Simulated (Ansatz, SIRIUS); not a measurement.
This is a calculation of Ge for SIRIUS 7.10.0. The given cell was strained at random by a few per cent at fixed volume. This isn't the form of Ge at room conditions, which is diamond.

The input sirius.json:

```json
{
  "control": {
    "processing_unit": "cpu",
    "verbosity": 2,
    "num_bands_to_print": 14,
    "print_forces": true,
    "print_stress": true
  },
  "parameters": {
    "electronic_structure_method": "pseudopotential",
    "xc_functionals": ["XC_GGA_X_PBE_SOL", "XC_GGA_C_PBE_SOL"],
    "gk_cutoff": 8.9,
    "pw_cutoff": 17.8,
    "ngridk": [11, 11, 10],
    "shiftk": [0, 0, 0],
    "smearing": "fermi_dirac",
    "smearing_width": 0.0018374661,
    "num_bands": 14,
    "num_mag_dims": 0,
    "num_dft_iter": 100,
    "energy_tol": 1e-08,
    "density_tol": 1e-06
  },
  "iterative_solver": {
    "type": "davidson",
    "min_tolerance": 1e-09,
    "tolerance_scale": [0.1, 0.25]
  },
  "mixer": {
    "type": "anderson",
    "beta": 0.7,
    "max_history": 8
  },
  "settings": {
    "tol_ne": 1e-10,
    "pseudo_grid_cutoff": 6.5
  },
  "unit_cell": {
    "lattice_vectors": [
      [0.460843300698, -0.887470151977, 0.004492388076],
      [0.458499680564, 0.88621102925, 0.002615334436],
      [0.006863314486, -0.00097358673, 0.92139735714]
    ],
    "lattice_vectors_scale": 5.6055910375,
    "atom_coordinate_units": "lattice",
    "atom_types": ["Ge"],
    "atom_files": {
      "Ge": "Ge.json"
    },
    "atoms": {
      "Ge": [
        [0.517612, 0.514835, -0.007028]
      ]
    }
  }
}
```

Potentials or basis: PseudoDojo 0.4.1 PBEsol standard (scalar relativistic).

The run is started by

```bash
$ upf_to_json Ge.upf
$ OMP_NUM_THREADS=1 sirius.scf --input=sirius.json --output=out.json --task=0
```

**Question.** Set up the same calculation for Ansatz 0.2.0. Potentials or basis there: all-electron LAPW, scalar-relativistic.

**Answer.** As run (cutoffs and basis follow the program's own potentials, and thresholds, step limits or extra output files can differ):

input.yaml

```yaml
crystal:
  lattice:
    - [1.367023, -2.632548, 0.013326]
    - [1.360071, 2.628813, 0.007758]
    - [0.020359, -0.002888, 2.733188]
  atoms:
    - { symbol: Ge, position: [0.517612, 0.514835, -0.007028] }
kpoints:
  mp_grid: { grid: [11, 11, 10] }
scf:
  occupations: { method: fermi_dirac, width: 0.05 }
hamiltonian:
  xc: pbesol
  pseudopotentials: { kind: all_electron, lapw: { basis_error: 0.001 } }
output:
  forces: true
  stress: true
  eigenvalues: true
  populations: true
```

Potentials or basis: all-electron LAPW, scalar-relativistic.

Run with:

```console
$ ansatz run input.yaml --threads 1 --pin off --max-ram 3072MiB --backend cpu --events-out ev --progress --plain --runs-dir out
```

Both were run:

|  | SIRIUS | Ansatz |
| --- | --- | --- |
| Pressure | -3.6 GPa | -3.6 GPa |

Where Ansatz's input types no cutoff or centring, it takes its own default and a Γ-centred mesh.

Pressure is positive in compression.
